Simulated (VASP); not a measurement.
# Al (Fm-3m) in VASP: a series of runs

One crystal, Al, is run at these levels: PBE; tasks: single point.

Everything below comes from runs of VASP 6.6.1. Logs are shortened: lines on timing, memory, paths and dates and some standing lists are left out, and cuts for length are marked.

### 1 The structure

Symmetry: Fm-3m, No. 225, cubic system. Conventional cell: a = 4.050 Å, b = 4.050 Å, c = 4.050 Å, α = 90.00°, β = 90.00°, γ = 90.00°. Al (site symmetry m-3m) has 12 Al at 2.86 Å as nearest neighbours.

### 2 Single point, PBE

Input file INCAR:

```
SYSTEM = Al
PREC = Normal
ENCUT = 400
EDIFF = 1E-7
ISMEAR = -1
SIGMA = 0.15
LREAL = .False.
LASPH = .True.
NELM = 100
ALGO = Normal
ISIF = 2
LWAVE = .False.
LCHARG = .False.
GGA = PE
NBANDS = 8
ADDGRID = .False.
```

Input file KPOINTS:

```
regular mesh
0
Gamma
  10 10 10
  0 0 0
```

Input file POSCAR:

```
Al
1.0
   -0.0142710000      2.0302060000      1.9470980000
    2.0319350000     -0.0386130000      1.9714400000
    2.0296090000      2.0522230000     -0.0362870000
Al
1
Direct
    0.0259050000     -0.0062880000     -0.0081470000
```

Potentials or basis: VASP PAW PBE potentials, release 64 (Al).

Run with:

```bash
$ cat potpaw_PBE.64/Al/POTCAR > POTCAR
$ mpirun -np 1 vasp_std > vasp.out
```

OUTCAR:

```text
SYSTEM = Al
   PREC = Normal
   ENCUT = 400
   EDIFF = 1E-7
   ISMEAR = -1
   LREAL = .False.
   LASPH = .True.
   NELM = 100
   ISIF = 2
   GGA = PE

 Found    504 irreducible k-points:

 Following reciprocal coordinates:
            Coordinates               Weight
  0.000000  0.000000  0.000000      1.000000
  0.100000  0.000000 -0.000000      2.000000
  0.200000  0.000000 -0.000000      2.000000
  0.300000  0.000000 -0.000000      2.000000
  0.400000  0.000000 -0.000000      2.000000
  0.500000  0.000000 -0.000000      1.000000
   k-points           NKPTS =    504   k-points in BZ     NKDIM =    504   number of bands    NBANDS=      8
   number of dos      NEDOS =    301   number of ions     NIONS =      1
   total plane-waves  NPLWV =   2744
   dimension x,y,z NGX =    14 NGY =   14 NGZ =   14
   dimension x,y,z NGXF=    28 NGYF=   28 NGZF=   28
   ions per type =               1
   NGX,Y,Z   is equivalent  to a cutoff of   8.27,  8.22,  8.06 a.u.
   NGXF,Y,Z  is equivalent  to a cutoff of  16.55, 16.44, 16.13 a.u.
 SYSTEM =  Al
   PREC   = normal    normal or accurate (medium, high low for compatibility)
   ISTART =      0    job   : 0-new  1-cont  2-samecut
   ICHARG =      2    charge: 1-file 2-atom 10-const
   ISPIN  =      1    spin polarized calculation?
   LNONCOLLINEAR =      F non collinear calculations
   LSORBIT =      F    spin-orbit coupling
   LASPH  =      T    aspherical Exc in radial PAW
   ENCUT  =  400.0 eV  29.40 Ry    5.42 a.u.   4.59  4.62  4.71*2*pi/ulx,y,z
   NELM   =    100;   NELMIN=  2; NELMDL= -5     # of ELM steps
   EDIFF  = 0.1E-06   stopping-criterion for ELM
   LREAL  =      F    real-space projection
   EDIFFG = 0.1E-05   stopping-criterion for IOM
   NSW    =      0    number of steps for IOM
   IBRION =     -1    ionic relax: 0-MD 1-quasi-New 2-CG
   NFREE  =      0    steps in history (QN), initial steepest desc. (CG)
   ISIF   =      2    stress and relaxation
   ISYM   =      2    0-nonsym 1-usesym 2-fastsym
   POTIM  = 0.5000    time-step for ionic-motion
   TEBEG  =    0.0;   TEEND  =   0.0 temperature during run
   PSTRESS=    0.0 pullay stress
   NELECT =       3.0000    total number of electrons
   NUPDOWN=      -1.0000    fix difference up-down
   EMIN   =  10.00;   EMAX   =-10.00  energy-range for DOS
   EFERMI =   0.00;   METHOD = LEGACY
   ISMEAR =    -1;   SIGMA  =   0.15  broadening in eV -4-tet -1-fermi 0-gaus
   EFERMI_NEDOS =   21; number of points for ismear=-14 and -15
   IALGO  =     38    algorithm
   IMIX   =      4    mixing-type and parameters
     AMIX     =   0.40;   BMIX     =  1.00
     AMIX_MAG =   1.60;   BMIX_MAG =  1.00
  volume/ion in A,a.u.               =      16.60       112.04
  Fermi-wavevector in a.u.,A,eV,Ry     =   0.925526  1.748991 11.654732  0.856599
  Thomas-Fermi vector in A             =   2.051390
   LORBIT       =      0    0 simple, 1 ext, 2 COOP (PROOUT), +10 PAW based schemes
   GGA     = PE    functional components
   LHFCALC =     F    Hartree Fock is set to
   AEXX    =    0.0000 exact exchange contribution
   IVDW    =     0    specifies the selected vdW correction
   LEPSILON=     F    determine dielectric tensor
   LRPA    =     F    only Hartree local field effects (RPA)
 non-spin polarized calculation
  energy-cutoff  :      400.00
  volume of cell :       16.60
 maximum number of plane-waves:       311
   NGX =  9   NGY =  9   NGZ =  9

 number of electron       3.0000000 magnetization

 Free energy of the ion-electron system (eV)
  ---------------------------------------------------
  ext. energy  EPLUGINS =         0.00000000
  ---------------------------------------------------
  free energy    TOTEN  =        -3.75005004 eV

  energy without entropy =       -3.71501148  energy(sigma->0) =       -3.73253076

 E-fermi :   7.9990     XC(G=0): -10.1740

 val. band max:        7.9910779194   @ k =  -0.1000   0.5000   0.3000
 cond. band min:       8.0026990693   @ k =   0.5000  -0.4000   0.2000
 fundamental gap:      0.0116211499
 Fermi energy:         7.9989591848

 k-point     1 :       0.0000    0.0000    0.0000
  band No.  band energies     occupation
      1      -3.1566      2.00000
      2      20.0470      0.00000
      3      20.4274      0.00000
      4      21.1361      0.00000
      5      21.4465      0.00000
      6      21.8565      0.00000
      7      22.4952      0.00000
      8      24.5318      0.00000

 k-point     2 :       0.1000    0.0000   -0.0000
  band No.  band energies     occupation
      1      -2.8829      2.00000
      2      17.4240      0.00000
      3      19.3462      0.00000
      4      20.0243      0.00000
      5      22.5392      0.00000
      6      22.5854      0.00000
      7      23.5530      0.00000
      8      25.3103      0.00000

 k-point     3 :       0.2000    0.0000   -0.0000
  band No.  band energies     occupation
      1      -2.0649      2.00000
      2      13.4252      0.00000
      3      18.5683      0.00000
      4      19.2537      0.00000
      5      22.3039      0.00000
      6      22.8834      0.00000
      7      23.8654      0.00000
      8      25.1407      0.00000

 k-point     4 :       0.3000    0.0000   -0.0000
  band No.  band energies     occupation
      1      -0.7119      2.00000
      2       9.7095      0.00002
      3      18.1857      0.00000
      4      18.9220      0.00000
      5      21.1203      0.00000
      6      22.1400      0.00000
      7      22.1835      0.00000
      8      25.8356      0.00000

 k-point     5 :       0.4000    0.0000   -0.0000
  band No.  band energies     occupation
      1       1.1610      2.00000
      2       6.4016      1.99995
      3      18.2369      0.00000
      4      19.0410      0.00000
      5      19.7290      0.00000
      6      20.6975      0.00000
      7      22.3706      0.00000
      8      24.2520      0.00000

 k-point     6 :       0.5000    0.0000   -0.0000
  band No.  band energies     occupation
      1       3.4120      2.00000
      2       3.6703      2.00000
      3      18.6588      0.00000
      4      18.8231      0.00000
      5      19.5883      0.00000
      6      19.7239      0.00000
      7      23.0495      0.00000
      8      23.0982      0.00000

 [... further k-points ...]

------------------------ aborting loop because EDIFF is reached ----------------------------------------

  FORCE on cell =-STRESS in cart. coord.  units (eV):
  Direction    XX          YY          ZZ          XY          YZ          ZX
  --------------------------------------------------------------------------------------
  -------------------------------------------------------------------------------------
  Total       -0.0509385      0.0658030     -0.0879781     -0.0052374      0.1076934      0.0339183
  in kB       -4.9156012      6.3500387     -8.4899601     -0.5054156     10.3925005      3.2731410
  external PRESSURE =      -2.3518409 kB  Pullay stress =       0.0000000 kB

 VOLUME and BASIS-vectors are now :
 -----------------------------------------------------------------------------
  energy-cutoff  :      400.00
  volume of cell :       16.60
      direct lattice vectors                 reciprocal lattice vectors
    -0.014271000  2.030206000  1.947098000    -0.243600396  0.245440565  0.255882689
     2.031935000 -0.038613000  1.971440000     0.245113160 -0.237992671  0.249947439
     2.029609000  2.052223000 -0.036287000     0.245598817  0.239991210 -0.248434673

 POSITION                                       TOTAL-FORCE (eV/Angst)
 -----------------------------------------------------------------------------------
      4.03186      2.04973      1.97349         0.000000      0.000000     -0.000000
 -----------------------------------------------------------------------------------
    total drift:                               -0.000060     -0.000017     -0.000016

  FREE ENERGIE OF THE ION-ELECTRON SYSTEM (eV)
  ---------------------------------------------------
  free  energy   TOTEN  =        -3.7500500442 eV

  energy  without entropy=       -3.7150114803  energy(sigma->0) =       -3.73253076
```

Wall time 5.7 s (1 thread of Intel Xeon 6975P-C (Granite Rapids), shared host); peak memory 0.13 GiB.

These settings aren't checked as converged: the numbers below hold their error.

What came out:

```
Free energy            : -3.7501 eV
Pressure               : -0.2 GPa
Band gap on the k mesh : none (metal or under the smearing width)
```

### 3 Single point, PBE

Edit INCAR of step 2 so:

```diff
@@ -1,3 +1,3 @@
 SYSTEM = Al
-PREC = Normal
+PREC = Accurate
 ENCUT = 400
@@ -6,3 +6,3 @@
 SIGMA = 0.15
-LREAL = .False.
+LREAL = Auto
 LASPH = .True.
```

KPOINTS is that of step 2.

Input file POSCAR:

```
Al
1.0
    0.0000000000      2.0248050000      2.0248050000
    2.0248050000      0.0000000000      2.0248050000
    2.0248050000      2.0248050000      0.0000000000
Al
1
Direct
    0.0000000000      0.0000000000      0.0000000000
```

Potentials or basis: VASP PAW PBE potentials, release 64 (Al).

Run with:

```bash
$ cat potpaw_PBE.64/Al/POTCAR > POTCAR
$ mpirun -np 1 vasp_std > vasp.out
```

It took 3.7 s on 1 thread of Intel Xeon 6975P-C (Granite Rapids), shared host; peak memory 0.11 GiB.

These settings aren't checked as converged: the numbers below hold their error.

What came out:

```yaml
Free_energy: -3.7496 eV
Pressure: -0.4 GPa
Band_gap_on_the_k_mesh: none (metal or under the smearing width)
```

### 4 Single point, PBE

INCAR is that of step 3.

KPOINTS is that of step 3.

Input file POSCAR:

```
Al
1.0
   -0.0142710000      2.0302060000      1.9470980000
    2.0319350000     -0.0386130000      1.9714400000
    2.0296090000      2.0522230000     -0.0362870000
Al
1
Direct
    0.0259050000     -0.0062880000     -0.0081470000
```

Run with:

```bash
$ cat potpaw_PBE.64/Al/POTCAR > POTCAR
$ mpirun -np 1 vasp_std > vasp.out
```

Wall time 26 s (1 thread of Intel Xeon 6975P-C (Granite Rapids), shared host); peak memory 0.13 GiB.

These settings aren't checked as converged: the numbers below hold their error.

Results:

| Property | Result |
| --- | --- |
| Free energy | -3.7504 eV |
| Pressure | -0.2 GPa |
| Band gap on the k mesh | none (metal or under the smearing width) |

### 5 Single point, PBE

Edit INCAR of step 4 so:

```diff
@@ -3,6 +3,6 @@
 ENCUT = 400
-EDIFF = 1E-7
+EDIFF = 0.01
 ISMEAR = -1
 SIGMA = 0.15
-LREAL = Auto
+LREAL = .False.
 LASPH = .True.
```

KPOINTS is that of step 4.

Input file POSCAR:

```
Al
1.0
    0.0000000000      2.0248050000      2.0248050000
    2.0248050000      0.0000000000      2.0248050000
    2.0248050000      2.0248050000      0.0000000000
Al
1
Direct
    0.0000000000      0.0000000000      0.0000000000
```

Run with:

```bash
$ cat potpaw_PBE.64/Al/POTCAR > POTCAR
$ mpirun -np 1 vasp_std > vasp.out
```

Wall time 1.8 s (1 thread of Intel Xeon 6975P-C (Granite Rapids), shared host); peak memory 0.12 GiB.

These settings aren't checked as converged: the numbers below hold their error.

Results:

* Free energy: -3.7492 eV
* Pressure: -0.5 GPa
* Band gap on the k mesh: none (metal or under the smearing width)

### 6 Single point, PBE

INCAR is that of step 5.

KPOINTS is that of step 5.

Input file POSCAR:

```
Al
1.0
   -0.0142710000      2.0302060000      1.9470980000
    2.0319350000     -0.0386130000      1.9714400000
    2.0296090000      2.0522230000     -0.0362870000
Al
1
Direct
    0.0259050000     -0.0062880000     -0.0081470000
```

Potentials or basis: VASP PAW PBE potentials, release 64 (Al).

Run with:

```bash
$ cat potpaw_PBE.64/Al/POTCAR > POTCAR
$ mpirun -np 1 vasp_std > vasp.out
```

It took 14 s on 1 thread of Intel Xeon 6975P-C (Granite Rapids), shared host; peak memory 0.14 GiB.

These settings aren't checked as converged: the numbers below hold their error.

Results:

```
Free energy            : -3.7500 eV
Pressure               : -0.3 GPa
Band gap on the k mesh : none (metal or under the smearing width)
```

### 7 For comparison

An earlier run on the cell as given: functional PBE; potentials or basis VASP PAW PBE potentials, release 64 (Al); cutoff 520 eV; k mesh 11 × 11 × 11; occupations fermi-dirac, width 0.05 eV; no spin polarisation.

- Pressure: -0.5 GPa
- Band gap on the k mesh: none (metal or under the smearing width)
